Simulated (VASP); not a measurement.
**HfC: relaxation of cell and atoms with HSE03**

HfC:

```
CELL_PARAMETERS angstrom
0.00000 2.32500 2.32500
2.32500 0.00000 2.32500
2.32500 2.32500 0.00000
ATOMIC_POSITIONS crystal
Hf 0.50000 0.50000 0.50000
C 0.00000 0.00000 0.00000
```

```yaml
Program: VASP 6.6.1
Task: relaxation of cell and atoms
Functional: HSE03
Potentials_or_basis: VASP PAW PBE potentials, release 64 (Hf_pv, C)
Cutoff: 600 eV
k_mesh: 5 × 5 × 5
Occupations: fermi-dirac, width 0.05 eV
Spin: no spin polarisation
Grid_for_exact_exchange_PRECFOCK: Normal
Further_INCAR_settings: ALGO = Normal; EDIFF = 1e-07; IBRION = 2; EDIFFG = -0.005; NSW = 40; ISIF = 3
```

* Relaxed volume: 12.39 Å³/atom
* Relaxed cell: a = 3.273 Å, b = 3.273 Å, c = 3.273 Å, α = 60.00°, β = 60.00°, γ = 60.00°
* Space group after relaxing (to 0.05 Å): Fm-3m (No. 225)
* Energy gained by relaxing: 2.0 meV/atom
* Ionic steps: 3
* Pressure after relaxing: 0.0 GPa
* Band gap on the k mesh: none (metal or under the smearing width)

The path:
| step | energy change (eV) | largest force (eV/Å) | pressure (GPa) | volume (Å³) |
| --- | --- | --- | --- | --- |
| 1 | 0.0000 | 0.0000 | -3.53 | 25.14 |
| 2 | 0.0096 | 0.0000 | 7.00 | 24.14 |
| 3 | -0.0040 | 0.0000 | -0.02 | 24.78 |

Final structure:
```cif
data_structure
_symmetry_space_group_name_H-M 'P 1'
_symmetry_Int_Tables_number 1
_cell_length_a 3.2725
_cell_length_b 3.2725
_cell_length_c 3.2725
_cell_angle_alpha 60.000
_cell_angle_beta 60.000
_cell_angle_gamma 60.000
_cell_volume 24.78
loop_
_atom_site_label
_atom_site_type_symbol
_atom_site_fract_x
_atom_site_fract_y
_atom_site_fract_z
_atom_site_occupancy
Hf1 Hf 0.50000 0.50000 0.50000 1
C1 C 0.00000 0.00000 0.00000 1
```

Levels at points of the mesh, in eV from the Fermi level:
| k point | band 5 | band 6 | band 7 | band 8 | band 9 | band 10 |
| --- | --- | --- | --- | --- | --- | --- |
| (0.00, 0.00, 0.00) | 1.35 | 1.35 | 1.35 | 2.11 | 2.11 | 2.11 |

Run time: 17 min on 1 thread of Intel(R) Xeon(R) Platinum 8488C (Sapphire Rapids) (shared host), peak memory 0.27 GiB.

Caveat: the k mesh is coarse (spacing up to 0.47 Å⁻¹), so the values aren't converged, least of all with exact exchange; the PAW data sets were made with another functional, which shifts forces and pressure a little. The run has no spin-orbit coupling, so splittings on Hf are missing.
